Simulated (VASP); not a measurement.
# Si (Fd-3m) in VASP: settings compared, part 2 of 2

VASP 6.6.1. The steps go on from the part before.

## 5. Relaxation of cell and atoms, LDA, target pressure 7.75 GPa, at which the enthalpy is minimised

This run uses another cell than the first one, of 18.39 Å³/atom, 0.920 times its volume.

The input, INCAR:

```
PREC = Accurate
ENCUT = 600
EDIFF = 1E-7
ISMEAR = 0
SIGMA = 0.03
LREAL = False
LASPH = True
NELM = 80
ALGO = Normal
ISIF = 3
LWAVE = False
LCHARG = False
GGA = CA
IBRION = 2
NSW = 90
EDIFFG = -0.005
PSTRESS = 77.5
```

The input, KPOINTS:

```
regular mesh
0
Gamma
  10 10 10
```

The input, POSCAR:

```
Si                                      
1.0
    0.0000000000      2.6395119229      2.6395119229
    2.6395119229      0.0000000000      2.6395119229
    2.6395119229      2.6395119229     -0.0000000000
  Si            
     2
Direct
     0.7500000000000000    0.7500000000000000    0.7500000000000000
     0.5000000000000000    0.5000000000000000    0.5000000000000000
```

Run with:

```console
> cat potpaw_LDA.64/Si/POTCAR > POTCAR
> mpirun -np 1 vasp_std > vasp.out
```

Wall time 24 s (1 thread of Intel Xeon Platinum 8259CL at 2.50GHz (Skylake/Cascade Lake), shared host); peak memory 0.14 GiB.

It converged, with:

```yaml
Free_energy: -11.8590 eV
Relaxed_volume: 18.40 Å³/atom
Relaxed_cell: a = 3.733 Å, b = 3.733 Å, c = 3.733 Å, α = 60.00°, β = 60.00°, γ = 60.00°
Space_group_after_relaxing_to_0.05_Å: Fd-3m (No. 227)
Energy_change_on_relaxing_the_enthalpy_is_what_falls: -0.3 meV/atom
Ionic_steps: 3
Pressure_after_relaxing: 7.7 GPa
Band_gap_on_the_k_mesh: 0.33 eV, indirect (least direct gap 2.56 eV)
```

The path:
```csv
step,energy change (eV),largest force (eV/Å),pressure (GPa),volume (Å³)
1,0.0000,0.0000,7.79,36.78
2,-0.0013,0.0000,7.70,36.81
3,-0.0006,0.0000,7.75,36.79
```

Final structure:
```
Si
1.0
     0.00000    2.63981    2.63981
     2.63981    0.00000    2.63981
     2.63981    2.63981    0.00000
Si
2
Direct
  0.75000 0.75000 0.75000
  0.50000 0.50000 0.50000
```

Levels at points of the mesh, in eV from the valence-band top:
```
           k point  band 1  band 2  band 3  band 4  band 5  band 6  band 7  band 8
(0.00, 0.00, 0.00)  -12.56    0.00    0.00    0.00    2.56    2.56    2.56    4.21
(0.50, 0.00, 0.00)  -10.00   -7.41   -1.27   -1.27    1.74    3.25    3.25    7.63
(0.50, 0.50, 0.00)   -8.10   -8.10   -3.08   -3.08    0.43    0.43   10.72   10.72
```

Caveat: the cell is relaxed towards a set pressure, so the enthalpy falls and the energy may rise.

## 6. Single point, LDA

The input, INCAR:

```
SYSTEM = Si
PREC = Accurate
ENCUT = 520
EDIFF = 1E-6
ISMEAR = 0
SIGMA = 0.03
LREAL = .False.
LASPH = .True.
NELM = 80
ALGO = Normal
ISIF = 2
LWAVE = .False.
LCHARG = .False.
GGA = CA
KPAR = 4
```

The input, KPOINTS:

```
regular mesh
0
Gamma
  6 6 6
  0 0 0
```

The input, POSCAR:

```
Si
1.0
    0.0000000000      2.7135600000      2.7135600000
    2.7135600000      0.0000000000      2.7135600000
    2.7135600000      2.7135600000      0.0000000000
Si
2
Direct
    0.7500000000      0.7500000000      0.7500000000
    0.5000000000      0.5000000000      0.5000000000
```

Potentials or basis: VASP PAW LDA potentials, release 64 (Si).

Run with:

```console
> cat potpaw_LDA.64/Si/POTCAR > POTCAR
> mpirun -np 4 vasp_std > vasp.out
```

OUTCAR:

```text
SYSTEM = Si
   PREC = Accurate
   ENCUT = 520
   EDIFF = 1E-6
   ISMEAR = 0
   LREAL = .False.
   LASPH = .True.
   NELM = 80
   ISIF = 2
   GGA = CA

 ion  position               nearest neighbor table
   1  0.750  0.750  0.750-   2 2.35   2 2.35   2 2.35   2 2.35
   2  0.500  0.500  0.500-   1 2.35   1 2.35   1 2.35   1 2.35

  LATTYP: Found a face centered cubic cell.
 ALAT       =     5.4271200000

  Lattice vectors:

 A1 = (   0.0000000000,   2.7135600000,   2.7135600000)
 A2 = (   2.7135600000,   0.0000000000,   2.7135600000)
 A3 = (   2.7135600000,   2.7135600000,   0.0000000000)

Analysis of symmetry for initial positions (statically):
=====================================================================
 Subroutine PRICEL returns:
 Original cell was already a primitive cell.

 Routine SETGRP: Setting up the symmetry group for a
 face centered cubic supercell.

 Subroutine GETGRP returns: Found 48 space group operations
 (whereof 24 operations were pure point group operations)
 out of a pool of 48 trial point group operations.

[... 160 lines left out ...]
 cond. band min:       6.3930507933   @ k =   0.5000   0.5000   0.0000
 fundamental gap:      0.5944795636
 Fermi energy:         5.9460326804

 k-point     1 :       0.0000    0.0000    0.0000
  band No.  band energies     occupation
      1      -6.1745      2.00000
      2       5.7986      2.00000
      3       5.7986      2.00000
      4       5.7986      2.00000
      5       8.3195      0.00000
      6       8.3195      0.00000
      7       8.3195      0.00000
      8       9.0299      0.00000
[... 155 lines left out ...]
 k-point    16 :      -0.3333    0.5000    0.1667
  band No.  band energies     occupation
      1      -1.8996      2.00000
      2      -1.8996      2.00000
      3       2.1201      2.00000
      4       2.1201      2.00000
      5       8.4553      0.00000
      6       8.4553      0.00000
      7      12.4813      0.00000
      8      12.4813      0.00000

------------------------ aborting loop because EDIFF is reached ----------------------------------------

  FORCE on cell =-STRESS in cart. coord.  units (eV):
  Direction    XX          YY          ZZ          XY          YZ          ZX
  --------------------------------------------------------------------------------------
  -------------------------------------------------------------------------------------
  Total       -0.2987037     -0.2987037     -0.2987037      0.0000000      0.0000000     -0.0000000
  in kB      -11.9757559    -11.9757559    -11.9757559      0.0000000      0.0000000     -0.0000000
  external PRESSURE =     -11.9757559 kB  Pullay stress =       0.0000000 kB

 VOLUME and BASIS-vectors are now :
 -----------------------------------------------------------------------------
  energy-cutoff  :      520.00
  volume of cell :       39.96
      direct lattice vectors                 reciprocal lattice vectors
     0.000000000  2.713560000  2.713560000    -0.184259792  0.184259792  0.184259792
     2.713560000  0.000000000  2.713560000     0.184259792 -0.184259792  0.184259792
     2.713560000  2.713560000  0.000000000     0.184259792  0.184259792 -0.184259792

 POSITION                                       TOTAL-FORCE (eV/Angst)
 -----------------------------------------------------------------------------------
      4.07034      4.07034      4.07034        -0.000000     -0.000000     -0.000000
      2.71356      2.71356      2.71356         0.000000      0.000000      0.000000
 -----------------------------------------------------------------------------------
    total drift:                                0.000000     -0.000000     -0.000000

  FREE ENERGIE OF THE ION-ELECTRON SYSTEM (eV)
  ---------------------------------------------------
  free  energy   TOTEN  =       -11.8919020318 eV

  energy  without entropy=      -11.8919020318  energy(sigma->0) =      -11.89190203
```

stdout:

```text
POSCAR found type information on POSCAR Si
 POSCAR found :  1 types and       2 ions
 scaLAPACK will be used
 LDA part: xc-table for (Slater(with rela. corr.)+CA(PZ))
 , standard interpolation
 POSCAR, INCAR and KPOINTS ok, starting setup
 FFT: planning ... GRIDC
 FFT: planning ... GRID_SOFT
 FFT: planning ... GRID
 WAVECAR not read
 entering main loop
```

Wall time 2.8 s (4 MPI ranks of Intel Xeon Platinum 8488C (Sapphire Rapids), shared host); peak memory 0.12 GiB.

Results:

```
Free energy            : -11.8919 eV
Pressure               : -1.2 GPa
Band gap on the k mesh : 0.59 eV, indirect (least direct gap 2.52 eV)
```

## 7. The runs side by side

| task | level | potentials or basis | cell | k mesh | cutoff (eV) | target pressure | gap on the mesh (eV) | pressure (GPa) |
| --- | --- | --- | --- | --- | --- | --- | --- | --- |
| relaxation of the atoms | r2SCAN | VASP PAW PBE potentials, release 64 (Si) | atoms relaxed from: a relaxed cell with its volume scaled by 1.04 | 10 × 10 × 10 | 600 | - | 0.85 | -3.5 |
| relaxation of the atoms | r2SCAN | VASP PAW PBE potentials, release 64 (Si) | atoms relaxed from: a relaxed cell with its volume scaled by 1.06 | 10 × 10 × 10 | 600 | - | 0.88 | -5.0 |
| relaxation of cell and atoms | LDA | VASP PAW LDA potentials, release 64 (Si) | relaxed to 7.75 GPa | 10 × 10 × 10 | 600 | 7.75 GPa | 0.33 | 7.7 |
| single point | LDA | VASP PAW LDA potentials, release 64 (Si) | Fd-3m, 19.98 Å³/atom | 6 × 6 × 6 | 520 | - | 0.59 | -1.2 |

Alike in all rows: no spin polarisation; smearing gaussian 0.03 eV.

Caveats: the relaxation stopped at its first step, so nothing moved (some runs); the PAW data sets were made with another functional, which shifts forces and pressure a little (some runs); the cell is relaxed towards a set pressure, so the enthalpy falls and the energy may rise (some runs).

Total energies depend on the potentials used, so only differences within one code and one set of settings carry meaning.
